A hexagonal close-packed crystal of beryllium is disturbed a little: its two atoms per cell are shifted at random by about 0.05 Å, while the cell keeps its size and shape. Five programs then calculate the same cell with the same functional. All of them report the pressure and the largest force on an atom, and four also give the energy change per atom relative to the unshifted crystal. Positive pressure means that the material is compressed and pushes outwards.

DFT calculations with PBE for hexagonal close-packed beryllium, 2 atoms per cell at 8.11 Å³ per atom, shifted at random by about 0.05 Å. All runs use a 13×13×8 k mesh and Fermi–Dirac smearing of 0.05 eV, without spin polarisation or spin–orbit coupling. Pressure is positive in compression, for Ansatz without the Pulay correction; energy changes are relative to the unshifted cell.

| program | potentials | basis | pressure (GPa) | largest force (eV/Å) | energy change per atom (meV) | pressure less the median of the rows (GPa) |
| --- | --- | --- | --- | --- | --- | --- |
| Ansatz LAPW | all electron LAPW, scalar relativistic | 0.001 eV/atom basis error | -2.650 | 0.360 | n/a | -0.810 |
| Quantum ESPRESSO | SSSP 1.3 efficiency PBE | 748 eV | -2.110 | 0.363 | 6.840 | -0.270 |
| JDFTx | PseudoDojo SR PBE 0.5 standard | 1197 eV | -1.840 | 0.365 | 6.860 | 0.000 |
| ABACUS | PseudoDojo NC SR 0.4.1 PBE standard | 1211 eV | -1.830 | 0.369 | 6.870 | 0.010 |
| GPAW | GPAW PAW data sets (gpaw data 1.2.1) | 800 eV | -1.130 | 0.366 | 6.860 | 0.710 |

**(a) Would this cell expand or shrink if it were released, and do the programs agree on how strongly?**

All five pressures are negative, so the cell is stretched and would shrink. The programs agree on this direction but not on the strength of the pull. The pressure runs from -2.65 GPa in the Ansatz row to -1.13 GPa in the GPAW row, a spread of 1.52 GPa. That is about 80 % of the size of the median pressure. The share is so large partly because the pressure itself is small: the cell is close to its volume of zero pressure.

The other two results behave quite differently. The largest forces differ by about 2 % of their median, and the four energy changes by about half a per cent. The same calculations are thus in close agreement or in plain disagreement, depending on what they are asked.

**(b) Do the forces and the energy changes fit together, and what energy change belongs to the Ansatz force?**

For small shifts the atoms are held as if by springs. The force $F$ grows in proportion to the shift, and the energy is half of force times shift. The two atoms feel equal and opposite forces. If $u$ is the part of each atom's shift that points against its force, measured from their common centre, the energy change per atom is

$$e=\tfrac12 F u .$$

For GPAW this gives $u = 2\times 6.86\ \text{meV}/(0.366\ \text{eV/Å}) = 0.0375$ Å. That is a sensible value beside random shifts of about 0.05 Å, because a shift that both atoms share costs no energy. The four rows with an energy change give the same $u$ to about 1 %, as they should for one and the same geometry.

The mean of these four values is also 0.0375 Å. With the Ansatz force of 0.360 eV/Å, the formula gives $0.5\times0.360\times0.0375$ eV, or about 6.8 meV per atom. The forces may be off by some hundredths of an eV/Å, and each hundredth moves this estimate by about 0.2 meV. The agreement among the rows doesn't test the spring picture itself, since a departure from it would shift all four values of $u$ alike.

**(c) Why can programs that agree on forces disagree on pressure?**

Each calculation carries an energy error from its finite basis and from its description of the region near the nucleus. Call this error $\varepsilon$. In the unshifted crystal each atom sits at a site where symmetry makes the force zero, whatever the program or the potential. A small shift brings some neighbours closer and takes others further away, and the changes of $\varepsilon$ that are proportional to the shift cancel. What remains is a small error in the stiffness of the springs, so forces and energy changes agree well.

Pressure is minus the slope of the energy with volume. No symmetry fixes the volume at which the pressure is zero. A change of volume stretches or squeezes the basis functions and takes all neighbours further away or brings them all closer, so $\varepsilon$ can change in proportion to it. The pressure then contains the additional term $-d\varepsilon/dV$, where $V$ is the volume. A constant error does no harm, however large it is; an error that changes with volume does.

The stresses from the same calculations support this picture. The shear stress in the basal plane is, like the force, zero by symmetry in the unshifted crystal, and it lies between 1.38 and 1.42 GPa in all five rows. The stresses along the three axes have no such fixed zero. In the GPAW row each of them is about 0.7 GPa less negative than in the ABACUS row, so the disagreement acts almost equally in all directions. The separation isn't perfect: the difference between the stress along the hexagonal axis and the mean stress across it is 0.14 GPa more negative for Ansatz than for ABACUS.

**(d) How large an energy error is needed to produce the whole spread of pressures?**

Take a volume change of 1 %. With 8.11 Å³ per atom this is 0.0811 Å³, and a pressure of 1 eV/Å³ equals about 160 GPa. The energy that corresponds to the spread is therefore

$$\frac{1.52\times 0.0811}{160}\ \text{eV}\approx 0.8\ \text{meV per atom}.$$

Two programs need only drift apart by this amount for each per cent of volume to show the full disagreement of the table. As an error of the energy at one volume, 0.8 meV per atom may look harmless. For pressure the demand is different, because the error must stay level while the volume changes. This is why a cutoff that serves well for forces or for energies at fixed volume may still be too low for stress.

**(e) Is the program to blame, or what was put into it?**

JDFTx and ABACUS provide the most useful comparison. They are separate programs, but they use closely related potentials and nearly the same plane-wave cutoff. Their pressures differ by only 0.01 GPa. In this pair, then, exchanging the program hardly matters.

In the other rows program, potential and basis change together, so the table can't divide their offsets among these causes. The pair makes the potential and the basis the first suspects, but it is only one pair. It would be wrong to read the column as a ranking of programs. Quantum ESPRESSO, for instance, would have to be run with the potential and the cutoff of the matching pair before its offset of -0.27 GPa could be assigned.

GPAW has a difference that its label doesn't reveal. It treats two electrons per atom and keeps the inner 1s shell frozen, whereas the other four calculations let all four electrons respond. A frozen shell can't adjust when the neighbours come closer or move away, which may contribute to the GPAW offset of +0.71 GPa. This is a conjecture; a GPAW calculation with the 1s electrons set free would test it.

**(f) The Ansatz pressure is listed without its Pulay correction. Which way would the correction move it, and could it account for the whole offset?**

The argument is simplest for plane waves. An analytic stress describes a cell that is stretched while the number of waves stays fixed. As the cell grows the waves become longer, and the highest kinetic energy they reach, the cutoff $E_c$, falls as $V^{-2/3}$. The basis becomes poorer and the calculated energy too high, so expansion seems to cost more than it should. The cell appears to pull inwards too strongly, with a false pressure of

$$p_\text{Pulay}=\frac{2}{3V}\,\frac{dE}{d\ln E_c},$$

where $E$ and $V$ are taken per atom. Since $E$ falls when the cutoff rises, this pressure is negative. If the LAPW basis behaves in the same way, restoring the correction would make the Ansatz value less negative and bring it closer to the other rows.

The size is less certain. Ansatz lies 0.81 GPa below the median. For the formula to give all of this, a 1 % higher cutoff would have to lower the energy by

$$0.01\times\frac{3}{2}\times\frac{8.11\times0.81}{160}\ \text{eV}\approx 0.6\ \text{meV per atom}.$$

The target for the entire basis error in that row is 1 meV per atom. If the target was met, so small a step in cutoff would have to remove more than half of the error, which is implausibly fast. The Pulay term therefore probably explains only a part of the offset. The formula is borrowed from plane waves and is only a rough guide for the mixed basis of the LAPW method. The plane-wave rows may also carry a Pulay term of their own. The all-electron row, as listed, is therefore not a clean reference for the other four.

**(g) What does the disagreement mean for the size of the crystal, and what would change in a stiffer or softer material?**

The bulk modulus $B$ says how much pressure is needed for a given relative change of volume. For small changes, releasing a pressure $p$ changes the volume by

$$\frac{\Delta V}{V}\approx\frac{p}{B}.$$

With a rough recalled value of 120 GPa for beryllium, the cell would shrink by about 0.9 % according to GPAW and by 2.2 % according to Ansatz. The programs thus differ by about 1.3 % in volume, or 0.4 % in length. These figures belong to the disturbed cell without thermal or zero-point motion, not to a piece of beryllium at room temperature.

The same error in pressure matters less in a stiff solid. In diamond, with a bulk modulus of very roughly 440 GPa, a spread of 1.5 GPa would amount to only about 0.3 % in volume. In a soft metal such as sodium it would amount to far more than in beryllium. The error itself would not stay the same from element to element, since it depends on the potential and on how well the basis suits it. Stiffness only tells how a given pressure error turns into an error of size.

**(h) Which digits would you pass on to a colleague, and how should the pressures be used?**

The largest force can be passed on as 0.36 or 0.37 eV/Å. That is where the programs agree, but each force may be off by some hundredths of an eV/Å, so the second digit is uncertain and the order of the five programs in this column has no meaning. The energy change is 6.8 to 6.9 meV per atom. Both statements describe how well the programs reproduce one another; an error of the functional that they share would not show up here.

For the pressure, the safe statement is that the cell is under tension of roughly 1 to 3 GPa. The second decimal is useful only inside one fixed set-up, for example to follow a small change of the cell with the same potential and basis. Much of the offset then cancels. Pressures calculated with different potentials or basis sets should not be subtracted from one another to find the effect of a change in the crystal.

If the equilibrium volume itself is needed, it is better to put the atoms back on their regular sites, calculate the energy at several volumes with the same cutoff, and find the minimum of the curve. The fixed cutoff largely avoids the Pulay term of part (f), because the basis no longer becomes poorer as the cell grows. Errors of the potential or of a frozen core remain in the curve. Repeating it with another potential, one that frees the core if it was frozen, gives an idea of how much they matter.
